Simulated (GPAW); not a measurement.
SnO:

```
CELL_PARAMETERS angstrom
3.35500 0.00000 0.00000
0.00000 5.67410 0.00000
0.00000 0.00000 4.22197
ATOMIC_POSITIONS crystal
Sn 0.50000 0.76809 0.01314
Sn 0.00000 0.23191 0.51314
O 0.50000 0.10875 0.23686
O 0.00000 0.89125 0.73686
```

The cell comes from a database or a generator and needn't be the stable form of this composition.

Base run:

| Item | Value |
| --- | --- |
| Program | GPAW 26.7.0 |
| Functional | PBEsol |
| Potentials or basis | PAW data sets generated in the run's folder for this functional |
| Cutoff | 800 eV |
| Basis | pw |
| k mesh | 8 × 5 × 6 |
| Occupations | fermi-dirac, width 0.05 eV |
| Spin | no spin polarisation |

Its results: band gap on the k mesh 1.42 eV, indirect (least direct gap 2.00 eV); pressure -3.6 GPa; largest force 0.492 eV/Å.

Task: The run is repeated on the same cell with these changes: k mesh from 8 × 5 × 6 to 5 × 3 × 4. What comes out?

Result: Band gap on the k mesh 1.54 eV, indirect (least direct gap 2.12 eV); pressure -3.6 GPa; largest force 0.495 eV/Å.

Caveats: spin-orbit coupling is left out, which moves the levels of the heavy elements; an odd mesh through Γ misses points on the zone boundary, where band edges often lie (some runs); the mesh misses the band edges, which the band path finds closer together (some runs).

Not every run made on this cell is shown here.
